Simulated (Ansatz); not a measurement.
We consider zinc-blende AlSb, described by LC-ωPBE (Ansatz, an electronic-structure program, PAW).

Settings: plane-wave cutoff 460 eV, 8×8×8 k mesh, Fermi–Dirac smearing 0.01 eV, scalar-relativistic PAW data made under PBE.

Energies at three volumes about the minimum:

| V (Å³/atom) | E − E_lowest (meV/atom) |
|---|---|
| 27.819 | 1.00 |
| 28.175 | 0.00 |
| 28.879 | 3.59 |

Task: Fit a parabola by hand: where is the minimum, what lattice constant follows, and what is the bulk modulus?

Result: Slopes: (0.00 − 1.00)/(28.175 − 27.819) = -2.809 and (3.59 − 0.00)/(28.879 − 28.175) = 5.099 meV/Å³. Curvature E″ = 2 × (5.099 − (-2.809))/(28.879 − 27.819) = 14.921 meV/Å⁶. From the middle of the first interval, the slope vanishes at V0 = 27.9970 − (-2.809)/14.921 = 28.185 Å³/atom. B = V0 E″ = 28.185 × 14.921 meV/Å³ × 0.1602 GPa per meV/Å³ = 67.4 GPa. With 8 atoms in the cube, a = (8 × 28.185)^(1/3) = 6.087 Å. The full Birch–Murnaghan fit to all volumes gives V0 = 28.178 Å³/atom and B0 = 68.7 GPa.

Measured, for comparison: bulk modulus 58.2 GPa (temperature not stated, not corrected to a static lattice; as tabulated in Toher et al. (2017), arXiv:1611.05714); lattice constant a 6.128 Å (low temperature, thermal expansion removed or low-temperature value; zero-point expansion not removed; as tabulated in Zhang et al. (2018), doi:10.1088/1367-2630/aac7f0). Computed (rounded) less measured: bulk modulus +18 %.
